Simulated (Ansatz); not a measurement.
# AlN: response to strain

AlN is deformed so: equal xx and yy strain of +3 %. What stress and forces result, by LAPW, PAW and all-electron datasets made for the crystal?

Computed with Ansatz 0.2.0 (DFT PBEsol, scalar-relativistic, unless a step's input says otherwise).

**1. The starting structure**

The structure is hexagonal, space group P6_3mc (No. 186). The conventional cell has a = 3.111 Å, b = 3.111 Å, c = 4.978 Å, α = 90.00°, β = 90.00°, γ = 120.00°. Al (site symmetry 3m) has 4 N at 1.89 to 1.92 Å as nearest neighbours. N (site symmetry 3m) has 4 Al at 1.89 to 1.92 Å as nearest neighbours.

Structure file:

```cif
data_structure
_symmetry_space_group_name_H-M 'P6_3mc'
_symmetry_Int_Tables_number 186
_cell_length_a 3.1110
_cell_length_b 3.1110
_cell_length_c 4.9780
_cell_angle_alpha 90.000
_cell_angle_beta 90.000
_cell_angle_gamma 120.000
_cell_volume 41.72
loop_
_atom_site_label
_atom_site_type_symbol
_atom_site_symmetry_multiplicity
_atom_site_Wyckoff_symbol
_atom_site_fract_x
_atom_site_fract_y
_atom_site_fract_z
_atom_site_occupancy
Al1 Al 2 b 0.33333 0.66667 0.00000 1
N1 N 2 b 0.33333 0.66667 0.38500 1
```

The file gives the conventional cell by its symmetry; the runs use the cell typed in the input.

Atoms are numbered in the order of the input: Al1, Al2, N3, N4.

**2. After the deformation**

Space group P6_3mc before, P6_3mc after.

**3. All-electron LAPW**

Input file input.yaml:

```yaml
crystal:
  lattice:
    - [3.2043322162, 0.0, 0.0]
    - [-1.6021661081, 2.7750331013, 0.0]
    - [0.0, 0.0, 4.978]
  atoms:
    - { symbol: Al, position: [0.3333333333, 0.6666666667, 0.0] }
    - { symbol: Al, position: [0.6666666667, 0.3333333333, 0.5] }
    - { symbol: "N", position: [0.3333333333, 0.6666666667, 0.385] }
    - { symbol: "N", position: [0.6666666667, 0.3333333333, 0.885] }
kpoints:
  mp_grid: { grid: [11, 11, 6] }
  band_path:
    path:
      - [0.0, 0.0, 0.0]
      - [0.5, 0.0, 0.0]
      - [0.3333333333, 0.3333333333, 0.0]
      - [0.0, 0.0, 0.0]
      - [0.0, 0.0, 0.5]
      - [0.5, 0.0, 0.5]
      - [0.3333333333, 0.3333333333, 0.5]
      - [0.0, 0.0, 0.5]
      - [0.5, 0.0, 0.5]
    npoints: 5
scf:
  occupations: { method: fermi_dirac, width: 0.02 }
hamiltonian:
  xc: pbesol
  pseudopotentials: { kind: all_electron, lapw: { basis_error: 0.001 } }
output:
  forces: true
  stress: true
  eigenvalues: true
```

Launch:

```sh
$ ansatz run input.yaml --threads 1 --pin off --max-ram 6144MiB --backend cpu --events-out ev --progress --plain --runs-dir out
```

What it wrote (excerpt; [...] marks lines left out):

```text
LAPW: plane waves up to 9.814 Å⁻¹, error target 1.0e-3 eV per atom; small_component_spin mean_spin; N in spheres of 0.921 Å, 7 of its electrons in bands, Dirac shells []; Al in spheres of 0.995 Å, 11 of its electrons in bands, Dirac shells []
[...]
Pseudopotentials: kind: all_electron
Pseudopotential: Al, LAPW, valence charge 11, Koelling and Harmon's equation, gaussian nucleus
Pseudopotential: N, LAPW, valence charge 7, Koelling and Harmon's equation, gaussian nucleus
Functional definition: PBEsol
[...]
Crystal: 4 atoms, lattice volume = 44.265 Å³
Basis set: ecut = 366.9568107518041 eV, 687 PW (Γ), exchange–correlation at level 2
Bands: 22, of which v1, the nominal top of the filled ones, is band 18 counted from 1 (17 counted from 0)
Symmetry: 12 space group operations
Space group: P63mc (ITA 186), of the structure as read, at distance tolerance 3.5e-5 Å
k-points: 64 of 726 (time reversal used)
[...]
SCF iter   1: F=—  HF=-16168.557739 eV  |F-HF|=—  |Δ(HF+E_count)|=         —  Δρ=1.38e-1  dr2=1.04e1  ethr=2.89e-2  ⟨swp⟩=2.0  Hψ=9652  notcnv=0
[...]
the basis was enlarged: its passes take 518.2 KiB over the memory plan, 1 of 1 planned eigensolver slots
[...]
SCF iter   8: F=-16164.157811 eV  HF=-16164.157811 eV  |F-HF|=7.68e-9  |Δ(HF+E_count)|=   5.01e-8  Δρ=6.36e-6  dr2=1.87e-8  ethr=4.96e-10  ⟨swp⟩=3.0  Hψ=4449  notcnv=0
[...]
NSCF: frozen V_eff on 41 k-points
SCF converged after 8 iterations
Free energy (F): -16164.157811 eV
[...]
E sigma→0 (E₀):  -16164.157811 eV
Fermi energy:    9.792626 eV
[...]
--- Forces (eV/Å), atoms counted from 1 ---
  atom   1  Al     0.00000000    -0.00000000    -0.09604152
  atom   2  Al     0.00000000     0.00000000    -0.09604152
  atom   3  N      0.00000000    -0.00000000     0.09604891
  atom   4  N      0.00000000     0.00000000     0.09604891
[...]
--- Stress (GPa, compression-positive) ---
      -13.440764      -0.000000       0.000000
       -0.000000     -13.440764      -0.000000
        0.000000      -0.000000      -4.450523
  P = ⅓ Tr σ = -10.4440 GPa (-104.440 kbar)
--- Band table (eV; the first three rows and the last of 64) ---
  k-point 0: bands = ["-364.4340", "-364.4340", "-92.5324", "-92.5316", "-54.2281", "-54.2188", "-54.2114", "-54.2114", "-54.2097", "-54.2097", "-6.9263", "-4.7953", "2.1983", "6.9282", "6.9282", "7.6553", "7.6553", "8.0344", "11.5439", "13.7157", "18.1304", "18.2530"]
[...]
```

Run time: 19 s. Hardware: 1 thread of Intel Xeon 6975P-C (Granite Rapids), shared host; peak memory 0.42 GiB.

This run gives: pressure -10.44 GPa; gap 3.51 eV, direct at Γ; largest force 0.096 eV/Å.

**4. PAW on the default files**

Input file input.yaml:

```yaml
crystal:
  lattice:
    - [3.2043322162, 0.0, 0.0]
    - [-1.6021661081, 2.7750331013, 0.0]
    - [0.0, 0.0, 4.978]
  atoms:
    - { symbol: Al, position: [0.3333333333, 0.6666666667, 0.0] }
    - { symbol: Al, position: [0.6666666667, 0.3333333333, 0.5] }
    - { symbol: "N", position: [0.3333333333, 0.6666666667, 0.385] }
    - { symbol: "N", position: [0.6666666667, 0.3333333333, 0.885] }
kpoints:
  mp_grid: { grid: [11, 11, 6] }
scf:
  occupations: { method: fermi_dirac, width: 0.02 }
hamiltonian:
  xc: pbesol
  pseudopotentials: { kind: paw }
output:
  forces: true
  stress: true
  eigenvalues: true
  efg: { contact_densities: true }
  write_density: true
  write_potential: true
  elf: true
  volumetric_format: npy
```

Launch:

```sh
$ ansatz run input.yaml --threads 1 --pin off --max-ram 6144MiB --backend cpu --events-out ev --progress --plain --runs-dir out
```

What it wrote:

```text
Engine: ansatz 0.2.0
Pseudopotentials: kind: paw
Pseudopotential: Al, paw, valence charge 3, recommended cutoff 420 eV (normal)
Pseudopotential: N, paw, valence charge 5, recommended cutoff 420 eV (normal)
Functional definition: PBEsol
  exchange = pbesol_x
  correlation = pbesol_c
Crystal: 4 atoms, lattice volume = 44.265 Å³
Basis set: ecut = 420 eV, 881 PW (Γ), exchange–correlation on 48×48×72 points (8 copies of the dense FFT grid, shifted against one another)
Bands: 12, of which v1, the nominal top of the filled ones, is band 8 counted from 1 (7 counted from 0)
Symmetry: 12 space group operations
Space group: P63mc (ITA 186), of the structure as read, at distance tolerance 3.5e-5 Å
k-points: 64 of 726 (time reversal used)
Non-local potential: Al, projectors of the file, l = 0: 2, l = 1: 2, l = 2: 1
Non-local potential: N, projectors of the file, l = 0: 2, l = 1: 2, l = 2: 1
PAW form: soft (Blöchl's): semilocal exchange-correlation on the pseudo side does not see the compensation charge
PAW frozen core: Al, regenerated for the run's functional, and the local potential with it (the file was generated under x = pbe(κ = 0.804, μ = 0.2195149727645171), c = pbe(β = 0.06672455060314922))
PAW frozen core: N, regenerated for the run's functional, and the local potential with it (the file was generated under x = pbe(κ = 0.804, μ = 0.2195149727645171), c = pbe(β = 0.06672455060314922))
PAW one-centre angular grid: Al, 110 points (default); XC on 64 Gauss nodes
PAW one-centre angular grid: N, 110 points (default); XC on 64 Gauss nodes
Initial density: superposition of atomic densities (neutral atoms: chi_scale 0, normalization atom), corrected by the library's trained network
Initial wavefunctions: pseudopotential atomic-orbital guess
Functional: x = pbesol(κ = 0.804, μ = 0.12345679012345678), c = pbesol(β = 0.046)
SCF iter   1: F=—  HF=-1811.824842 eV  |F-HF|=—  |Δ(HF+E_count)|=         —  Δρ=1.01e-2  dr2=4.93e-2  ethr=1.77e-3  ⟨swp⟩=6.3  Hψ=5235  notcnv=0
preconditioner: auto → none  [insulator: Δε(μ)=3.420 eV  Ē_g=12.499 eV  σ=0.020 eV  W_gap=1.00  n_scr=8 (ndim 8)  ℏωp=22.3 eV  f_vac=0.000  D(μ)=0.00/eV (n_scr^D=0)  ε∞_Penn≈4.2]
SCF iter   2: F=—  HF=-1811.811173 eV  |F-HF|=—  |Δ(HF+E_count)|=   1.37e-2  Δρ=1.26e-3  dr2=7.80e-4  ethr=3.08e-4  ⟨swp⟩=3.0  Hψ=1905  notcnv=0
SCF iter   3: F=—  HF=-1811.811016 eV  |F-HF|=—  |Δ(HF+E_count)|=   1.57e-4  Δρ=4.60e-4  dr2=5.23e-5  ethr=4.88e-6  ⟨swp⟩=2.1  Hψ=1209  notcnv=0
SCF iter   4: F=—  HF=-1811.810856 eV  |F-HF|=—  |Δ(HF+E_count)|=   1.60e-4  Δρ=2.08e-5  dr2=8.33e-8  ethr=6.25e-10  ⟨swp⟩=7.5  Hψ=5863  notcnv=0
iter 5 did not close the SCF: its close was put off for the readings that it lacked (scf_convergence_deferred on its scf_iter line)
SCF iter   5: F=-1811.810856 eV  HF=-1811.810856 eV  |F-HF|=1.91e-11  |Δ(HF+E_count)|=   2.90e-8  Δρ=1.70e-6  dr2=6.30e-10  ethr=5.20e-10  ⟨swp⟩=2.6  Hψ=1331  notcnv=0
SCF iter   6: F=-1811.810856 eV  HF=-1811.810856 eV  |F-HF|=2.50e-11  |Δ(HF+E_count)|=  1.81e-10  Δρ=3.87e-7  dr2=4.61e-11  ethr=3.94e-12  ⟨swp⟩=4.0  Hψ=3717  notcnv=0
SCF 1 converged in 6 iterations: F = -1811.810856 eV  dr2 = 4.61e-11
SCF converged after 6 iterations
Free energy (F): -1811.810856 eV
Harris-Foulkes:  -1811.810856 eV  (|F-HF|=2.50e-11)
Internal energy: -1811.810856 eV  (E = F + TS)
E sigma→0 (E₀):  -1811.810856 eV
Fermi energy:    8.339471 eV
--- Per-component energies (eV) ---
  E_band       = 21.105071
  E_kinetic    = 312.622141
  E_local      = -456.704630  (includes V_loc(G=0)·N_el)
  E_nonlocal   = 110.197713
  E_hartree    = 156.909279
  E_xc         = -199.903757
  E_vxc        = -213.060164  (∫ρ·V_xc dr)
  E_paw        = -1154.686550  (= ΣΔE_a)
  E_vpaw       = -45.768739  (= ΣTr[D̂ρ^β])
  E_aug_tail   = 0.000190  (compensation charges beyond the density's cutoff)
  E_ewald      = -580.339718
  E_core_change = 0.094476  (= ΣΔE_core)
  E_smearing   = -0.000000  (= −TS)
  E_closure    = -0.000000  (closes the sum)
  Σ components = -1811.810856   (vs F -1811.810856, Δ=0.00e0)
--- Forces (eV/Å), atoms counted from 1 ---
  atom   1  Al     0.00000000    -0.00000000    -0.09687593
  atom   2  Al     0.00000000     0.00000000    -0.09687593
  atom   3  N     -0.00000000     0.00000000     0.09687541
  atom   4  N      0.00000000    -0.00000000     0.09687541
  max |Σ_I F_I| component: 1.05e-6 eV/Å
--- Stress (GPa, compression-positive) ---
      -13.345754       0.000000      -0.000000
       -0.000000     -13.345754      -0.000000
       -0.000000      -0.000000      -4.350853
  P = ⅓ Tr σ = -10.3475 GPa (-103.475 kbar)
--- PAW observables at the nuclei: V_zz in 10²¹ V/m², potentials from the cell's mean, atoms counted from 1 ---
  atom   1  Al V_zz =    +0.155536   η = 0.0000   by run symmetry: allowed
            electrostatic potential = -1230.154911 V   contact ρ = 10039.945510 e/Å³
  atom   2  Al V_zz =    +0.155536   η = 0.0000   by run symmetry: allowed
            electrostatic potential = -1230.154911 V   contact ρ = 10039.945510 e/Å³
  atom   3  N  V_zz =    -0.531270   η = 0.0000   by run symmetry: allowed
            electrostatic potential = -515.356108 V   contact ρ = 1402.909028 e/Å³
  atom   4  N  V_zz =    -0.531270   η = 0.0000   by run symmetry: allowed
            electrostatic potential = -515.356108 V   contact ρ = 1402.909028 e/Å³
--- Band table (eV; the first three rows and the last of 64) ---
  k-point 0: bands = ["-8.3654", "-6.2410", "0.7570", "5.4799", "5.4799", "6.2057", "6.2057", "6.5861", "10.0859", "12.2673", "16.6778", "16.8074"]
  k-point 1: bands = ["-8.2597", "-6.4449", "1.1146", "5.5255", "5.5255", "5.9732", "6.1540", "6.1540", "10.5929", "12.3525", "16.4914", "16.7740"]
  k-point 2: bands = ["-7.9535", "-6.9314", "2.0518", "4.7081", "5.6533", "5.6533", "6.0157", "6.0157", "11.5208", "12.4752", "16.1856", "16.8238"]
  k-point 63: bands = ["-6.0319", "-6.0319", "1.5752", "1.5752", "2.9364", "2.9364", "5.7671", "5.7671", "13.2949", "13.2949", "14.3830", "14.3830"]
```

Run time: 2.9 s. Hardware: 1 thread of Intel Xeon 6975P-C (Granite Rapids), shared host; peak memory 0.38 GiB.

Read from it: pressure -10.35 GPa; gap on the k mesh 3.50 eV; largest force 0.097 eV/Å; Vzz Al1 0.16 (η = 0.00), N3 -0.53 (η = 0.00) (10²¹ V/m²).

Density in a lattice plane of the grid's cell (edges 3.20 and 4.98 Å, at 0.333 of the third edge), which holds Al and N.

Values in e/Å³, 12 rows by 8 columns:
```
0.39 0.17 0.21 0.58 1.94 3.51 3.24 1.28
0.31 0.14 0.17 0.48 1.67 3.31 2.94 1.08
0.18 0.09 0.11 0.26 0.71 1.35 1.17 0.51
0.12 0.08 0.09 0.16 0.31 0.45 0.42 0.25
0.16 0.15 0.15 0.17 0.14 0.11 0.11 0.15
0.29 0.32 0.31 0.26 0.12 0.06 0.07 0.17
0.38 0.47 0.46 0.35 0.18 0.08 0.09 0.24
0.31 0.41 0.39 0.28 0.18 0.12 0.13 0.21
0.18 0.24 0.22 0.16 0.12 0.10 0.10 0.13
0.12 0.14 0.14 0.12 0.11 0.12 0.11 0.11
0.16 0.12 0.13 0.18 0.27 0.36 0.34 0.24
0.29 0.15 0.18 0.38 0.89 1.58 1.39 0.66
```
Columns run along the first of these edges and rows up along the second, over one cell in 8 and 12 even steps from the bottom left corner. Atoms in the plane (fractional): Al at (0.67, 0.50), N at (0.67, 0.89).

ELF in the same plane.

Values, 12 rows by 8 columns:
```
0.72 0.23 0.37 0.79 0.79 0.28 0.47 0.83
0.61 0.18 0.29 0.71 0.77 0.43 0.57 0.80
0.37 0.10 0.15 0.51 0.79 0.86 0.85 0.73
0.16 0.09 0.10 0.24 0.58 0.77 0.74 0.46
0.26 0.32 0.31 0.23 0.09 0.05 0.06 0.12
0.63 0.64 0.64 0.55 0.09 0.05 0.03 0.21
0.72 0.71 0.72 0.67 0.26 0.02 0.02 0.44
0.61 0.65 0.64 0.56 0.32 0.09 0.12 0.41
0.37 0.51 0.48 0.31 0.15 0.09 0.10 0.19
0.16 0.26 0.24 0.15 0.12 0.14 0.13 0.12
0.25 0.12 0.15 0.33 0.52 0.60 0.59 0.47
0.65 0.18 0.30 0.73 0.82 0.79 0.80 0.81
```
Columns run along the first of these edges and rows up along the second, over one cell in 8 and 12 even steps from the bottom left corner. Atoms in the plane (fractional): Al at (0.67, 0.50), N at (0.67, 0.89).

Both are smooth fields of the valence electrons: close to the nuclei they are not physical.

The highest ELF values outside the cores: 0.89 on the N–Al line, 0.8 Å from N.

**5. All-electron PAW on datasets made for the crystal**

input.yaml, as its differences from that of step 4:

```diff
@@ -16,3 +16,3 @@
   xc: pbesol
-  pseudopotentials: { kind: paw }
+  pseudopotentials: { kind: all_electron, datasets: crystal }
 output:
@@ -22,5 +22 @@
   efg: { contact_densities: true }
-  write_density: true
-  write_potential: true
-  elf: true
-  volumetric_format: npy
```

Launch:

```sh
$ ansatz run input.yaml --threads 1 --pin off --max-ram 6144MiB --backend cpu --events-out ev --progress --plain --runs-dir out
```

What it wrote (excerpt; [...] marks lines left out):

```text
[...]
Pseudopotentials: kind: all_electron
Pseudopotential: Al, paw, valence charge 11, recommended cutoff 340 eV (normal), Koelling and Harmon's equation, gaussian nucleus
Pseudopotential: N, paw, valence charge 5, recommended cutoff 340 eV (normal), Koelling and Harmon's equation, gaussian nucleus
Functional definition: PBEsol
[...]
Crystal: 4 atoms, lattice volume = 44.265 Å³
Basis set: ecut = 340 eV, 627 PW (Γ), exchange–correlation on 48×48×72 points (8 copies of the dense FFT grid, shifted against one another)
Bands: 12, of which v1, the nominal top of the filled ones, is band 8 counted from 1 (7 counted from 0)
Symmetry: 12 space group operations
Space group: P63mc (ITA 186), of the structure as read, at distance tolerance 3.5e-5 Å
k-points: 64 of 726 (time reversal used)
[...]
  P = ⅓ Tr σ = -10.4480 GPa (-104.480 kbar)
  It holds what live shells' own plane waves past their cutoff add
--- PAW observables at the nuclei: V_zz in 10²¹ V/m², potentials from the cell's mean, atoms counted from 1 ---
  atom   1  Al V_zz =    +0.172208   η = 0.0000   by run symmetry: allowed
            electrostatic potential = -1228.730496 V   contact ρ = 10045.954432 e/Å³
  atom   2  Al V_zz =    +0.172208   η = 0.0000   by run symmetry: allowed
            electrostatic potential = -1228.730496 V   contact ρ = 10045.954432 e/Å³
  atom   3  N  V_zz =    -0.519158   η = 0.0000   by run symmetry: allowed
            electrostatic potential = -514.589586 V   contact ρ = 1403.148834 e/Å³
  atom   4  N  V_zz =    -0.519158   η = 0.0000   by run symmetry: allowed
            electrostatic potential = -514.589586 V   contact ρ = 1403.148834 e/Å³
--- Band table (eV; the first three rows and the last of 64) ---
  k-point 0: bands = ["-6.9264", "-4.7953", "2.1982", "6.9281", "6.9281", "7.6552", "7.6552", "8.0343", "11.5439", "13.7156"]
[...]
```

Wall time 7.2 s (1 thread of Intel Xeon 6975P-C (Granite Rapids), shared host); peak memory 0.6 GiB.

In short: pressure -10.45 GPa; gap on the k mesh 3.51 eV; largest force 0.096 eV/Å; Vzz Al1 0.17 (η = 0.00), N3 -0.52 (η = 0.00) (10²¹ V/m²).

**6. Stress and forces compared**

Stress (GPa, compression positive):

| method | xx | yy | zz | yz | xz | xy |
| --- | --- | --- | --- | --- | --- | --- |
| LAPW | -13.44 | -13.44 | -4.45 | 0.00 | 0.00 | 0.00 |
| PAW | -13.35 | -13.35 | -4.35 | 0.00 | 0.00 | 0.00 |
| crystal datasets | -13.44 | -13.44 | -4.45 | 0.00 | 0.00 | 0.00 |

Forces (eV/Å):

| atom | LAPW x | LAPW y | LAPW z | PAW x | PAW y | PAW z | crystal datasets x | crystal datasets y | crystal datasets z |
| --- | --- | --- | --- | --- | --- | --- | --- | --- | --- |
| Al1 | 0.000 | 0.000 | -0.096 | 0.000 | 0.000 | -0.097 | 0.000 | 0.000 | -0.096 |
| Al2 | 0.000 | 0.000 | -0.096 | 0.000 | 0.000 | -0.097 | 0.000 | 0.000 | -0.096 |
| N3 | 0.000 | 0.000 | 0.096 | 0.000 | 0.000 | 0.097 | 0.000 | 0.000 | 0.096 |
| N4 | 0.000 | 0.000 | 0.096 | 0.000 | 0.000 | 0.097 | 0.000 | 0.000 | 0.096 |

```
          method  pressure (GPa)  gap on the k mesh (eV)  largest force (eV/Å)  Vzz Al1 (10²¹ V/m²)  Vzz N3 (10²¹ V/m²)  SCF cycles, all passes
            LAPW          -10.44                    3.51                 0.096                    –                   –                       8
             PAW          -10.35                    3.50                 0.097                 0.16               -0.53                       6
crystal datasets          -10.45                    3.51                 0.096                 0.17               -0.52                       8
```

**7. Outcome**

```
                                 quantity                                                 value
                                 pressure  LAPW -10.44, PAW -10.35, crystal datasets -10.45 GPa
largest shear or deviatoric stress (LAPW)                                              5.99 GPa
```

**Reading.** The largest part of the stress beyond the pressure is 5.99 GPa in size, in the zz component; the atoms are carried along and not relaxed. No run of the undeformed cell stands beside it, so the pressure holds what the given cell had before the change. PAW: stress within 0.10 GPa of LAPW, forces within 1 meV/Å. Crystal datasets: stress within 0.01 GPa of LAPW, forces within 1 meV/Å.
